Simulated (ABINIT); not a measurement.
AlFe:

```
Fe Al
1.0
     2.91000    0.00000    0.00000
     0.00000    2.91000    0.00000
     0.00000    0.00000    2.91000
Fe Al
1 1
Direct
  0.50000 0.50000 0.50000
  0.00000 0.00000 0.00000
```

Base run:

| Quantity | Value |
| --- | --- |
| Program | ABINIT 10.8.3 (patched build) |
| Functional | BP86 |
| Potentials or basis | JTH PAW PBE v2.0 |
| Cutoff | 707 eV |
| k mesh | 9 × 9 × 9 |
| Occupations | fermi-dirac, width 0.05 eV |
| Spin | collinear spin, ferromagnetic start |
| Starting moments | [3.0, 0.0] μB |

Its results: band gap on the k mesh none (metal or under the smearing width); pressure -6.3 GPa; net moment -0.63 μB per cell; site moments Fe -0.67; Al +0.02 μB.

**Question.** The run is repeated on the same cell with these changes: functional from BP86 to RPBE. What comes out?

**Answer.** Band gap on the k mesh none (metal or under the smearing width); pressure -3.1 GPa; net moment 0.68 μB per cell; site moments Fe +0.73; Al -0.02 μB.

Caveats: the PAW data sets were made with another functional, which shifts forces and pressure a little.

Not every run made on this cell is shown here.
